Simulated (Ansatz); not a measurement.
# Te2Mo (P2_1/m) in Ansatz: a series of runs, part 2 of 2

Ansatz 0.2.0. The steps go on from the part before.

## Step 3: Single point, RPBE+D3(BJ), 24.29 Å³/atom (volume scaled by 0.96)

Contents of input.yaml:

```yaml
crystal:
  lattice:
    - [6.2444489722, 0.0, 0.0]
    - [0.0, 3.4221158743, 0.0]
    - [-0.9339986171, 0.0, 13.6407411037]
  atoms:
    - { symbol: Te, position: [0.9437, 0.75, 0.6045] }
    - { symbol: Te, position: [0.0563, 0.25, 0.3955] }
    - { symbol: Te, position: [0.903, 0.25, 0.8514] }
    - { symbol: Te, position: [0.097, 0.75, 0.1486] }
    - { symbol: Te, position: [0.4112, 0.75, 0.8955] }
    - { symbol: Te, position: [0.5888, 0.25, 0.1045] }
    - { symbol: Te, position: [0.4432, 0.25, 0.6484] }
    - { symbol: Te, position: [0.5568, 0.75, 0.3516] }
    - { symbol: Mo, position: [0.8167, 0.75, 0.9926] }
    - { symbol: Mo, position: [0.1833, 0.25, 0.0074] }
    - { symbol: Mo, position: [0.6819, 0.25, 0.4934] }
    - { symbol: Mo, position: [0.3181, 0.75, 0.5066] }
hamiltonian:
  xc: rpbe
  pseudopotentials: { kind: paw }
  dispersion: d3bj
kpoints:
  mp_grid: { grid: [4, 8, 2] }
scf:
  occupations: { method: fermi_dirac, width: 0.05 }
output:
  forces: true
  stress: true
  eigenvalues: true
  write_density: true
  write_potential: true
  elf: true
  volumetric_format: npy
```

Potentials or basis: Ansatz PAW.

Run with:

```console
> ansatz run input.yaml --threads 2 --pin off --max-ram 5120MiB --backend cpu --events-out ev --progress --plain --runs-dir out
```

Run time: 44 s. Hardware: 2 threads of Arm Neoverse V1, shared host; peak memory 1 GiB.

The run converged. Its results:

```
Free energy            : -75798.5388 eV
Pressure               : -14.5 GPa
Largest force          : 0.555 eV/Å
Band gap on the k mesh : none (metal or under the smearing width)
```

Caveat: pairwise dispersion overbinds metals, which lowers pressure and volume; the PAW data sets come from PBE, with cores solved anew for the run's functional, which leaves a small shift of forces and pressure.

## Step 4: Single point, RPBE+D3(BJ), 24.80 Å³/atom (volume scaled by 0.98)

input.yaml, as its differences from that of step 3:

```diff
@@ -2,5 +2,5 @@
   lattice:
-    - [6.2444489722, 0.0, 0.0]
-    - [0.0, 3.4221158743, 0.0]
-    - [-0.9339986171, 0.0, 13.6407411037]
+    - [6.2875154984, 0.0, 0.0]
+    - [0.0, 3.4457174193, 0.0]
+    - [-0.9404401904, 0.0, 13.7348181532]
   atoms:
@@ -30,5 +30 @@
   eigenvalues: true
-  write_density: true
-  write_potential: true
-  elf: true
-  volumetric_format: npy
```

Run with:

```console
> ansatz run input.yaml --threads 2 --pin off --max-ram 5120MiB --backend cpu --events-out ev --progress --plain --runs-dir out
```

It took 31 s on 2 threads of Arm Neoverse V1, shared host; peak memory 1.1 GiB.

The run converged. Its results:

| Quantity | Value |
| --- | --- |
| Free energy | -75797.9571 eV |
| Pressure | -16.1 GPa |
| Largest force | 0.742 eV/Å |
| Band gap on the k mesh | none (metal or under the smearing width) |

Caveat: pairwise dispersion overbinds metals, which lowers pressure and volume; the PAW data sets come from PBE, with cores solved anew for the run's functional, which leaves a small shift of forces and pressure.

## Step 5: Single point, RPBE+D3(BJ), 25.30 Å³/atom

input.yaml, as its differences from that of step 4:

```diff
@@ -2,5 +2,5 @@
   lattice:
-    - [6.2875154984, 0.0, 0.0]
-    - [0.0, 3.4457174193, 0.0]
-    - [-0.9404401904, 0.0, 13.7348181532]
+    - [6.33, 0.0, 0.0]
+    - [0.0, 3.469, 0.0]
+    - [-0.9467947088, 0.0, 13.8276237937]
   atoms:
```

Run with:

```console
> ansatz run input.yaml --threads 2 --pin off --max-ram 5120MiB --backend cpu --events-out ev --progress --plain --runs-dir out
```

Wall time 31 s (2 threads of Arm Neoverse V1, shared host); peak memory 1.1 GiB.

It converged, with:

```yaml
Free_energy: -75797.3187 eV
Pressure: -17.5 GPa
Largest_force: 0.919 eV/Å
Band_gap_on_the_k_mesh: none (metal or under the smearing width)
```

Caveat: pairwise dispersion overbinds metals, which lowers pressure and volume; the PAW data sets come from PBE, with cores solved anew for the run's functional, which leaves a small shift of forces and pressure.

## Step 6: Single point, RPBE+D3(BJ), 25.81 Å³/atom (volume scaled by 1.02)

input.yaml, as its differences from that of step 5:

```diff
@@ -2,5 +2,5 @@
   lattice:
-    - [6.33, 0.0, 0.0]
-    - [0.0, 3.469, 0.0]
-    - [-0.9467947088, 0.0, 13.8276237937]
+    - [6.3719217515, 0.0, 0.0]
+    - [0.0, 3.4919741795, 0.0]
+    - [-0.9530650552, 0.0, 13.91920013]
   atoms:
```

Potentials or basis: Ansatz PAW.

Run with:

```console
> ansatz run input.yaml --threads 2 --pin off --max-ram 5120MiB --backend cpu --events-out ev --progress --plain --runs-dir out
```

Run time: 32 s. Hardware: 2 threads of Arm Neoverse V1, shared host; peak memory 1.1 GiB.

The run converged. Its results:

- Free energy: -75796.6307 eV
- Pressure: -18.7 GPa
- Largest force: 1.085 eV/Å
- Band gap on the k mesh: none (metal or under the smearing width)

Caveat: pairwise dispersion overbinds metals, which lowers pressure and volume; the PAW data sets come from PBE, with cores solved anew for the run's functional, which leaves a small shift of forces and pressure; forces of over 1 eV/Å show positions far from the minimum, so gaps and moduli don't describe the material at rest.

## Step 7: Single point, RPBE+D3(BJ), 26.32 Å³/atom (volume scaled by 1.04)

input.yaml, as its differences from that of step 6:

```diff
@@ -2,5 +2,5 @@
   lattice:
-    - [6.3719217515, 0.0, 0.0]
-    - [0.0, 3.4919741795, 0.0]
-    - [-0.9530650552, 0.0, 13.91920013]
+    - [6.4132990262, 0.0, 0.0]
+    - [0.0, 3.5146499719, 0.0]
+    - [-0.9592539627, 0.0, 14.0095870791]
   atoms:
```

Run with:

```console
> ansatz run input.yaml --threads 2 --pin off --max-ram 5120MiB --backend cpu --events-out ev --progress --plain --runs-dir out
```

It took 32 s on 2 threads of Arm Neoverse V1, shared host; peak memory 1.1 GiB.

The run converged. Its results:

- Free energy: -75795.8998 eV
- Pressure: -19.8 GPa
- Largest force: 1.303 eV/Å
- Band gap on the k mesh: none (metal or under the smearing width)

Caveat: pairwise dispersion overbinds metals, which lowers pressure and volume; the PAW data sets come from PBE, with cores solved anew for the run's functional, which leaves a small shift of forces and pressure; forces of over 1 eV/Å show positions far from the minimum, so gaps and moduli don't describe the material at rest.

## Step 8: Single point, RPBE+D3(BJ), 26.82 Å³/atom (volume scaled by 1.06)

input.yaml, as its differences from that of step 7:

```diff
@@ -2,5 +2,5 @@
   lattice:
-    - [6.4132990262, 0.0, 0.0]
-    - [0.0, 3.5146499719, 0.0]
-    - [-0.9592539627, 0.0, 14.0095870791]
+    - [6.4541491659, 0.0, 0.0]
+    - [0.0, 3.537036881, 0.0]
+    - [-0.9653640253, 0.0, 14.0988225237]
   atoms:
```

Run with:

```console
> ansatz run input.yaml --threads 2 --pin off --max-ram 5120MiB --backend cpu --events-out ev --progress --plain --runs-dir out
```

Wall time 34 s (2 threads of Arm Neoverse V1, shared host); peak memory 1.1 GiB.

It converged, with:

| Item | Value |
| --- | --- |
| Free energy | -75795.1315 eV |
| Pressure | -20.7 GPa |
| Largest force | 1.573 eV/Å |
| Band gap on the k mesh | none (metal or under the smearing width) |

Caveat: the PAW data sets come from PBE, with cores solved anew for the run's functional, which leaves a small shift of forces and pressure; forces of over 1 eV/Å show positions far from the minimum, so gaps and moduli don't describe the material at rest.

## Step 9: Equation of state, RPBE+D3(BJ)

Potentials or basis: Ansatz PAW.

This step only gathers the single runs of the series.

What came out:

```yaml
Equilibrium_volume: "21.41 Å³/atom (rough: see the caveat)"
Bulk_modulus_at_fixed_shape_and_positions: 154 GPa (rough)
```

Energy against volume, from the lowest point:
```
volume (Å³/atom)  energy (meV/atom)
          23.785               0.00
          24.291              43.07
          24.797              91.55
          25.303             144.75
          25.809             202.08
          26.315             262.99
          26.821             327.02
```

Caveat: the potentials were made for another functional, which shifts forces and pressure; the minimum lies outside the volumes run; the cell was scaled at fixed shape and fractional positions, which overstates the stiffness of a crystal with free parameters, most of all of layers and chains.
